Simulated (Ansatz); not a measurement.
# C3H6O: the cost of one run

Program: Ansatz 0.2.0. Level of theory: the levels named in each step. These are calculated values, not measurements.

**1. The starting structure**

Bond lengths: C1–C2 1.522 Å, C2–C3 1.501 Å, C3–O4 1.197 Å, C1–H5 1.087 Å, C1–H6 1.090 Å, C1–H7 1.084 Å, C2–H8 1.090 Å, C2–H9 1.097 Å, C3–H10 1.110 Å. Angles (14 of 15 angles, heavy atoms first): C1–C2–C3 112.7°, C2–C3–O4 125.9°, C1–C2–H8 111.1°, C1–C2–H9 110.9°, C3–C2–H8 107.8°, C3–C2–H9 107.2°, C2–C1–H5 110.7°, C2–C1–H6 110.1°, C2–C1–H7 110.1°, C2–C3–H10 113.1°, O4–C3–H10 121.0°, H8–C2–H9 106.8°, H5–C1–H6 108.9°, H5–C1–H7 108.9°.

As a file:

```xyz
10

C    -1.5301    0.2766   -0.2849
C    -0.4538   -0.7954   -0.3791
C     0.8828   -0.3192    0.1093
O     1.1263    0.7720    0.5382
H    -2.4812   -0.1009   -0.6508
H    -1.2455    1.1464   -0.8759
H    -1.6506    0.5952    0.7444
H    -0.7255   -1.6775    0.2009
H    -0.3211   -1.1271   -1.4167
H     1.6726   -1.0963    0.0417
```

**2. A rough first relaxation, PBE-D4/def2-SVP**

This run stands in another session on the same molecule. It ended at:

```xyz
10

C    -1.5426    0.2824   -0.2875
C    -0.4552   -0.7822   -0.3795
C     0.9011   -0.3284    0.1110
O     1.1471    0.7801    0.5426
H    -2.5124   -0.1011   -0.6596
H    -1.2707    1.1776   -0.8808
H    -1.6790    0.6186    0.7592
H    -0.7142   -1.7016    0.1962
H    -0.3121   -1.1506   -1.4225
H     1.7119   -1.1209    0.0481
```

**3. Relaxation, HF/STO-3G**

File input.yaml:

```yaml
crystal:
  periodic: [false, false, false]
  atoms:
    - { symbol: C, position_ang: [-1.54255276, 0.28241643, -0.28749357] }
    - { symbol: C, position_ang: [-0.45515355, -0.78220391, -0.37951117] }
    - { symbol: C, position_ang: [0.90108038, -0.32842919, 0.11098398] }
    - { symbol: O, position_ang: [1.14709267, 0.78010585, 0.54260708] }
    - { symbol: H, position_ang: [-2.5123928, -0.10113286, -0.65959439] }
    - { symbol: H, position_ang: [-1.27074438, 1.17758819, -0.88078945] }
    - { symbol: H, position_ang: [-1.67898133, 0.61862221, 0.75921559] }
    - { symbol: H, position_ang: [-0.71421318, -1.70161229, 0.19615495] }
    - { symbol: H, position_ang: [-0.31208128, -1.15058991, -1.42249727] }
    - { symbol: H, position_ang: [1.71186624, -1.12091452, 0.04806425] }
basis:
  gaussian: { orbitals: STO-3G }
hamiltonian:
  xc: hf
relax:
  f_tol: 0.002
  max_steps: 150
```

On the command line:

```console
$ ansatz run input.yaml --threads 4 --pin off --max-ram 10240MiB --backend cpu --events-out ev --progress --plain --runs-dir out
```

**Question.** How long does this run take on 4 threads of Arm Neoverse V1, shared host, and how much memory does it need?

About 1.4 s, with a peak of 0.088 GiB.
